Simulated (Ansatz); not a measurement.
**Antimony, diamond under PBE: ground state and equation of state**

What does PBE give for antimony in the diamond structure? We relax it, solve it on a dense k-mesh, switch on spin-orbit coupling, then scale the cell to 7 volumes from 88 to 112 % of the relaxed one and try a fit of the equation of state. The k-meshes are 8×8×8 for the relaxation; 13×13×13 for the dense run; 8×8×8 for spin-orbit coupling; 9×9×9 for the volumes.

Program: Ansatz 0.2.0. Level of theory: DFT PBE, plane waves (420 eV) with PAW, scalar-relativistic. These are calculated values, not measurements.

## 1. Starting point

It takes space group Fd-3m (No. 227, cubic). Conventional cell: a = 6.646 Å, b = 6.646 Å, c = 6.646 Å, α = 90.00°, β = 90.00°, γ = 90.00°. Sb (site symmetry -43m) has 4 Sb at 2.88 Å as nearest neighbours.

Structure file:

```
Sb
1.0
     0.00000    3.32309    3.32309
     3.32309    0.00000    3.32309
     3.32309    3.32309    0.00000
Sb
2
Cartesian
  0.8308 0.8308 0.8308
  5.8154 5.8154 5.8154
```

## 2. Relaxation of the cell

Contents of input.yaml:

```yaml
crystal:
  lattice:
    - [0.0, 3.3230904857, 3.3230904857]
    - [3.3230904857, 0.0, 3.3230904857]
    - [3.3230904857, 3.3230904857, 0.0]
  atoms:
    - { symbol: Sb, position: [0.125, 0.125, 0.125] }
    - { symbol: Sb, position: [0.875, 0.875, 0.875] }
hamiltonian:
  xc: pbe
  pseudopotentials:
    kind: paw
    azcp:
      Sb: "pseudopotentials/Sb.paw.azcp"
basis:
  ecutwfc: 420
  fft_grid_basis: typed
kpoints:
  mp_grid: { grid: [8, 8, 8], shift: [0, 0, 0] }
magnetization:
  spin_polarized: false
scf:
  occupations: { method: fermi_dirac, width: 0.1 }
relax:
  max_steps: 60
  f_tol: 0.01
  cell: {}
output:
  write_density: true
  write_potential: true
  elf: true
  volumetric_format: npy
```

The run is started by

```bash
ansatz run input.yaml --threads 1 --pin off --max-ram 3584MiB --backend cpu --events-out ev --progress --plain --runs-dir out
```

Further steps of the session: Single point on a dense mesh; Spin-orbit coupling switched on; The cell scaled to 88 % of its volume; The cell scaled to 92 % of its volume; The cell scaled to 96 % of its volume; The cell scaled to 100 % of its volume; The cell scaled to 104 % of its volume; The cell scaled to 108 % of its volume; The cell scaled to 112 % of its volume.

**Question.** What will these runs give? Wanted: space group; conventional cell; volume; shortest distance; gap on the mesh; relative to A7 rhombohedral; V₀, B₀, B₀′.

As calculated:

| quantity | value |
| --- | --- |
| space group (spins left aside) | Fd-3m (No. 227) |
| conventional cell | a = 6.997 Å |
| volume | 42.819 Å³/atom |
| shortest distance | 3.030 Å |
| gap on the mesh | none (levels filled in part) |
| relative to A7 rhombohedral | +305 meV/atom |
| V₀, B₀, B₀′ | 42.843 Å³/atom, 31 GPa, 3.9 |

In words: From the guessed start the volume grew by 16.7 % in 5 steps. It lies 305 meV/atom above the element's reference form at the same level (A7 rhombohedral, from a run of its own), so it is far from stable. No gap shows: it is a metal or semimetal at this level. Totals with and without spin-orbit coupling (-2.4 eV/atom apart) can't be read as binding, since the two-component data shift the zero of energy. B₀ comes out at 31 GPa. The symmetry was held, so the structure may be unstable against distortions that break it.
